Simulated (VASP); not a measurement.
# Zr (Im-3m) in VASP: a series of runs, part 2 of 2

VASP 6.6.1. The steps go on from the part before.

### 4 Relaxation of cell and atoms, PBE

File INCAR:

```
  ALGO = Normal
  EDIFF = 1E-6
  EDIFFG = -0.02
  ENCUT = 630
  GGA = PE
  IBRION = 2
  ISIF = 3
  ISMEAR = -1
  LASPH = True
  LCHARG = False
  LREAL = False
  LWAVE = False
  NELM = 100
  NSW = 40
  PREC = Accurate
  SIGMA = 0.05
```

File KPOINTS:

```
k-points
0
Gamma
  10 10 10
```

File POSCAR:

```
Zr
1.0
   -1.8100000000      1.8100000000      1.8100000000
    1.8100000000     -1.8100000000      1.8100000000
    1.8100000000      1.8100000000     -1.8100000000
Zr
1
Direct
    0.0000000000      0.0000000000      0.0000000000
```

Command:

```
$ cat potpaw_PBE.64/Zr_sv_GW/POTCAR > POTCAR
$ mpirun -np 1 vasp_std > vasp.out
```

Run time: 20 s. Hardware: 1 thread of Intel Xeon 6975P-C (Granite Rapids), shared host; peak memory 0.17 GiB.

It converged, with:

| Property | Result |
| --- | --- |
| Free energy | -10.1916 eV |
| Relaxed volume | 22.69 Å³/atom |
| Relaxed cell | a = 3.089 Å, b = 3.089 Å, c = 3.089 Å, α = 109.47°, β = 109.47°, γ = 109.47° |
| Space group after relaxing (to 0.05 Å) | Im-3m (No. 229) |
| Energy gained by relaxing | 11.9 meV/atom |
| Ionic steps | 3 |
| Pressure after relaxing | 0.0 GPa |
| Band gap on the k mesh | none (metal or under the smearing width) |

The path:
| step | energy change (eV) | largest force (eV/Å) | pressure (GPa) | volume (Å³) |
| --- | --- | --- | --- | --- |
| 1 | 0.0000 | 0.0000 | -3.56 | 23.72 |
| 2 | -0.0049 | 0.0000 | 3.11 | 21.95 |
| 3 | -0.0119 | 0.0000 | -0.02 | 22.69 |

Final structure:
```
Zr
1.0
    -1.78357    1.78357    1.78357
     1.78357   -1.78357    1.78357
     1.78357    1.78357   -1.78357
Zr
1
Direct
  0.00000 0.00000 0.00000
```

Levels at points of the mesh, in eV from the Fermi level:
```tsv
k point	band 3	band 4	band 5	band 6	band 7	band 8	band 9	band 10
(0.00, 0.00, 0.00)	-25.95	-25.95	-5.44	1.10	1.10	1.10	3.64	3.64
(0.50, 0.00, 0.00)	-26.28	-25.96	-2.89	-0.75	1.65	3.64	4.33	6.46
(0.50, 0.50, 0.50)	-26.67	-26.67	-2.68	-2.68	5.76	5.76	5.76	7.55
```

### 5 Relaxation of cell and atoms, PBE+D3

File INCAR:

```
SYSTEM = Zr
  PREC = Accurate
  ENCUT = 600
  EDIFF = 1E-6
  ISMEAR = -1
  SIGMA = 0.05
  LREAL = .False.
  LASPH = .True.
  NELM = 60
  ALGO = Fast
  ISIF = 3
  LWAVE = .False.
  LCHARG = .False.
  GGA = PE
  IVDW = 11
  IBRION = 2
  NSW = 60
  EDIFFG = -0.02
```

File KPOINTS:

```
Automatic mesh
0
Gamma
  10 10 10
  0 0 0
```

POSCAR is that of step 4.

Potentials or basis: VASP PAW PBE potentials, release 64 (Zr_sv).

Command:

```
$ cat potpaw_PBE.64/Zr_sv/POTCAR > POTCAR
$ mpirun -np 1 vasp_std > vasp.out
```

It took 72 s on 1 thread of Intel Xeon Platinum 8488C (Sapphire Rapids), shared host; peak memory 0.17 GiB.

It converged, with:

```
Free energy                            : -8.8844 eV
Relaxed volume                         : 21.66 Å³/atom
Relaxed cell                           : a = 3.041 Å, b = 3.041 Å, c = 3.041 Å, α = 109.47°, β = 109.47°, γ = 109.47°
Space group after relaxing (to 0.05 Å) : Im-3m (No. 229)
Energy gained by relaxing              : 49.1 meV/atom
Ionic steps                            : 3
Pressure after relaxing                : 0.0 GPa
Band gap on the k mesh                 : none (metal or under the smearing width)
Dispersion energy per atom             : -0.452 eV
```

The path:
```tsv
step	energy change (eV)	largest force (eV/Å)	pressure (GPa)	volume (Å³)
1	0.0000	0.0000	-7.01	23.72
2	-0.0235	0.0000	6.46	20.33
3	-0.0491	0.0000	-0.03	21.66
```

Final structure:
```cif
data_structure
_symmetry_space_group_name_H-M 'P 1'
_symmetry_Int_Tables_number 1
_cell_length_a 3.0415
_cell_length_b 3.0415
_cell_length_c 3.0415
_cell_angle_alpha 109.471
_cell_angle_beta 109.471
_cell_angle_gamma 109.471
_cell_volume 21.66
loop_
_atom_site_label
_atom_site_type_symbol
_atom_site_fract_x
_atom_site_fract_y
_atom_site_fract_z
_atom_site_occupancy
Zr1 Zr 0.00000 0.00000 0.00000 1
```

Levels at points of the mesh, in eV from the Fermi level:
| k point | band 2 | band 3 | band 4 | band 5 | band 6 | band 7 | band 8 | band 9 | band 10 |
| --- | --- | --- | --- | --- | --- | --- | --- | --- | --- |
| (0.00, 0.00, 0.00) | -25.77 | -25.77 | -25.77 | -5.50 | 1.14 | 1.14 | 1.14 | 3.81 | 3.81 |
| (0.50, 0.00, 0.00) | -26.98 | -26.15 | -25.78 | -3.01 | -0.82 | 1.89 | 3.84 | 4.56 | 6.85 |
| (0.50, 0.50, 0.50) | -26.59 | -26.59 | -26.59 | -2.87 | -2.87 | 6.09 | 6.09 | 6.09 | 7.94 |

Caveat: pairwise dispersion overbinds metals, which lowers pressure and volume.

### 6 Relaxation of cell and atoms, PBE+D3(BJ)

File INCAR:

```
  PREC = Accurate
  ENCUT = 600
  EDIFF = 1E-6
  ISMEAR = -1
  SIGMA = 0.05
  LREAL = F
  LASPH = T
  NELM = 80
  ALGO = Normal
  ISIF = 3
  LWAVE = F
  LCHARG = F
  GGA = PE
  IVDW = 12
  IBRION = 2
  NSW = 40
  EDIFFG = -0.01
```

File KPOINTS:

```
Automatic mesh
0
Gamma
  10 10 10
```

POSCAR is that of step 5.

Potentials or basis: VASP PAW PBE potentials, release 64 (Zr_sv).

Command:

```
$ cat potpaw_PBE.64/Zr_sv/POTCAR > POTCAR
$ mpirun -np 1 vasp_std > vasp.out
```

It took 40 s on 1 thread of Intel Xeon Platinum 8488C (Sapphire Rapids), shared host; peak memory 0.18 GiB.

Results (log left out):

* Free energy: -9.0015 eV
* Relaxed volume: 21.72 Å³/atom
* Relaxed cell: a = 3.044 Å, b = 3.044 Å, c = 3.044 Å, α = 109.47°, β = 109.47°, γ = 109.47°
* Space group after relaxing (to 0.05 Å): Im-3m (No. 229)
* Energy gained by relaxing: 47.2 meV/atom
* Ionic steps: 3
* Pressure after relaxing: 0.0 GPa
* Band gap on the k mesh: none (metal or under the smearing width)
* Dispersion energy per atom: -0.567 eV

The path:
| step | energy change (eV) | largest force (eV/Å) | pressure (GPa) | volume (Å³) |
| --- | --- | --- | --- | --- |
| 1 | 0.0000 | 0.0000 | -6.98 | 23.72 |
| 2 | -0.0196 | 0.0000 | 6.73 | 20.35 |
| 3 | -0.0472 | 0.0000 | -0.04 | 21.72 |

Final structure:
```
Zr
1.0
    -1.75771    1.75771    1.75771
     1.75771   -1.75771    1.75771
     1.75771    1.75771   -1.75771
Zr
1
Direct
  0.00000 0.00000 0.00000
```

Levels at points of the mesh, in eV from the Fermi level:
```csv
k point,band 4,band 5,band 6,band 7,band 8,band 9
"(0.00, 0.00, 0.00)",-25.78,-5.50,1.13,1.13,1.13,3.80
"(0.50, 0.00, 0.00)",-25.79,-3.00,-0.81,1.87,3.83,4.55
"(0.50, 0.50, 0.50)",-26.60,-2.86,-2.86,6.07,6.07,6.07
```

Caveat: pairwise dispersion overbinds metals, which lowers pressure and volume.

### 7 For comparison

An earlier run on the cell as given: functional PBE; potentials or basis VASP PAW PBE potentials, release 64 (Zr_sv); cutoff 520 eV; k mesh 10 × 10 × 10; occupations fermi-dirac, width 0.05 eV; no spin polarisation.

- Pressure: -3.3 GPa
- Band gap on the k mesh: none (metal or under the smearing width)

### 8 Overview

| task | level | potentials or basis | cell | cutoff (eV) | gap on the mesh (eV) | pressure (GPa) | relaxed volume (Å³/atom) |
| --- | --- | --- | --- | --- | --- | --- | --- |
| relaxation of cell and atoms | PBE | VASP PAW PBE potentials, release 64 (Zr_sv) | relaxed | 600 | none | 0.0 | 22.74 |
| relaxation of cell and atoms | PBE | VASP PAW PBE potentials, release 64 (Zr_sv_GW) | relaxed | 680 | none | 0.0 | 22.73 |
| relaxation of cell and atoms | PBE | VASP PAW PBE potentials, release 64 (Zr_sv_GW) | relaxed | 630 | none | 0.0 | 22.69 |
| relaxation of cell and atoms | PBE+D3 | VASP PAW PBE potentials, release 64 (Zr_sv) | relaxed | 600 | none | 0.0 | 21.66 |
| relaxation of cell and atoms | PBE+D3(BJ) | VASP PAW PBE potentials, release 64 (Zr_sv) | relaxed | 600 | none | 0.0 | 21.72 |
| single point | PBE | VASP PAW PBE potentials, release 64 (Zr_sv) | as given | 520 | none | -3.3 | - |

Alike in all rows: no spin polarisation; k mesh 10 × 10 × 10; smearing fermi-dirac 0.05 eV.

Caveats: pairwise dispersion overbinds metals, which lowers pressure and volume (some runs).

Total energies depend on the potentials used, so only differences within one code and one set of settings carry meaning.
